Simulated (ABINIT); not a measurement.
Crystal: KI.

```xyz
2
Lattice="0.0000 3.5328 3.5328 3.5328 0.0000 3.5328 3.5328 3.5328 0.0000" Properties=species:S:1:pos:R:3 pbc="T T T"
I     3.5328    3.5328    3.5328
K     0.0000    0.0000    0.0000
```

Base run:

- Program: ABINIT 10.8.3 (patched build)
- Functional: r2SCAN
- Potentials or basis: PseudoDojo NC SR PBE v0.4.1 standard
- Cutoff: 1197 eV
- k mesh: 7 × 7 × 7
- Occupations: fermi-dirac, width 0.05 eV
- Spin: no spin polarisation

Its results: band gap on the k mesh 4.49 eV, direct; pressure 0.1 GPa.

**Question.** The run is repeated on the same cell with these changes: potentials or basis from PseudoDojo NC SR PBE v0.4.1 standard to Ansatz PAW PBE default generated set, frozen core; cutoff from 1197 eV to 490 eV; valence electrons from 16 to 26. What comes out?

**Answer.** Band gap on the k mesh 4.61 eV, direct; pressure 0.1 GPa.

Caveats: spin-orbit coupling is left out, which moves the levels of the heavy elements; a meta-GGA on potentials with a model core is unreliable (some runs); the potentials were made for another functional, which shifts forces and pressure (some runs); the PAW data sets were made with another functional, which shifts forces and pressure a little (some runs).
